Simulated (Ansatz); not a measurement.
SnO, space group Pmn2_1, band-curvature effective masses by finite differences

Computed with Ansatz's Python interface.

`run_mass.py`
```python
import argparse

import ansatz as az
from ase import Atoms
import numpy as np

parser = argparse.ArgumentParser(description="Effective masses of SnO by finite differences.")
parser.add_argument("--kmesh", type=int, nargs=3, required=True, help="k-point sampling")
parser.add_argument("--occupations", required=True, help="how the bands are filled")
args = parser.parse_args()

atoms = Atoms(
    ["Sn", "Sn", "O", "O"],
    scaled_positions=[
        [0.0, 0.231909, 0.513144],
        [0.5, 0.768091, 0.013144],
        [0.0, 0.89125, 0.736857],
        [0.5, 0.10875, 0.236857],
    ],
    cell=[
        [3.355005, 0.0, 0.0],
        [0.0, 5.674104, 0.0],
        [0.0, 0.0, 4.22197],
    ],
    pbc=True,
)
cell = az.Crystal.from_ase(atoms)

model = cell.calculation()
model = model.kpoints(*args.kmesh, center="gamma")
model = model.functional(az.Functional.LDA)
model = model.pseudopotentials("paw").occupations(args.occupations)
out = model.band_table().run()
report = out.report
levels = np.array(report["eigenvalues_ev"])
filled = round(report["n_electrons"] / 2)
edges = {"top filled band": (filled - 1, levels[:, filled - 1].argmax()), "lowest empty band": (filled, levels[:, filled].argmin())}
gap = levels[:, filled].min() - levels[:, filled - 1].max()
print(f"gap on the mesh {gap:.3f} eV")
if gap <= 0.05:
    print("no gap: band-edge masses have no meaning here")
    edges = {}
reciprocal = 2 * np.pi * np.linalg.inv(out.lattice.cell_ang).T
step = 0.01  # 1/A

pairs = [(0, 1), (0, 2), (1, 2)]
moves = [sign * axis for axis in np.eye(3) for sign in (-1, 1)]
moves += [s1 * np.eye(3)[i] + s2 * np.eye(3)[j] for i, j in pairs for s1 in (1, -1) for s2 in (1, -1)]
for name, (band, index) in edges.items():
    together = int(np.sum(np.abs(levels[index] - levels[index, band]) < 2e-3))
    print(name, "at k =", np.round(report["kpoints_frac"][index], 4), f"E = {levels[index, band]:.4f} eV, degeneracy {together}")
    centre = np.array(report["kpoints_frac"][index]) @ reciprocal
    points = [centre] + [centre + step * move for move in moves]
    table = model.band_structure(points, intervals=1, cartesian=True).run().band_structure().channels[0].eigenvalues_ev
    if together > 1:
        level = np.flatnonzero(np.abs(levels[index] - levels[index, band]) < 2e-3)
        along = (table[1, level] + table[2, level] - 2 * table[0, level]) / step ** 2
        print("  degenerate level, no single mass tensor; masses of its branches along x:", np.round(7.61996 / along, 3), "m_e")
        continue
    e = table[:, band]
    hessian = np.diag((e[1:7:2] + e[2:7:2] - 2 * e[0]) / step ** 2)
    for (i, j), (pp, pm, mp, mm) in zip(pairs, e[7:].reshape(3, 4)):
        hessian[i, j] = hessian[j, i] = (pp - pm - mp + mm) / (4 * step ** 2)
    curvatures, axes = np.linalg.eigh(hessian)
    slope = (e[2:7:2] - e[1:7:2]) / (2 * step)
    print("  slope (eV A):", np.round(slope, 3) + 0.0, "" if np.abs(slope).max() < 0.05 else "- no extremum here, so these are local curvatures and no band-edge masses")
    for curvature, axis in zip(curvatures, axes.T):
        print(f"  principal mass {7.61996 / curvature:8.3f} m_e along", np.round(axis, 2) + 0.0)
```

`python run_mass.py --kmesh 6 4 6 --occupations fixed` gives:
```text
DeckWarning: basis.ecutwfc = 420 eV, auto-derived from the records' recommended cutoffs: set by Sn (normal level)
gap on the mesh 1.621 eV
top filled band at k = [0. 0. 0.] E = 6.8977 eV, degeneracy 1
  slope (eV A): [0. 0. 0.]
  principal mass   -0.454 m_e along [0. 0. 1.]
  principal mass   -0.613 m_e along [0. 1. 0.]
  principal mass -170.157 m_e along [1. 0. 0.]
lowest empty band at k = [ 0.3333 -0.5     0.    ] E = 8.5190 eV, degeneracy 1
  slope (eV A): [-4.29  0.    0.  ] - no extremum here, so these are local curvatures and no band-edge masses
  principal mass    0.568 m_e along [0. 1. 0.]
  principal mass    0.552 m_e along [0. 0. 1.]
  principal mass    0.287 m_e along [-1.  0.  0.]
```
(Warnings from the package without file and line.)

Notes:
- Total energies depend on the potentials; only differences at equal settings carry meaning. A total without «per atom» is that of the cell as typed.
- Semilocal gaps usually lie well under measured ones.
- The computed bands are complete only to about 4.1 eV above the Fermi level.
- This cell is a computed structure, which may not be the phase found in nature.
- Gaps and levels are Kohn-Sham values on a finite set of k-points, without spin-orbit coupling.
- The masses are finite-difference curvatures at extrema found on a coarse mesh, which needn't be the true band edges; a step that is long against the gap makes them too heavy. Negative values are curvatures of valence bands (the hole mass is their size). Spin-orbit coupling is left out, and light masses scale with the Kohn-Sham gap.
- Run time: 21 s on 1 thread of Intel(R) Xeon(R) Processor @ 2.30GHz, with other jobs on the host, peak memory 0.54 GiB.
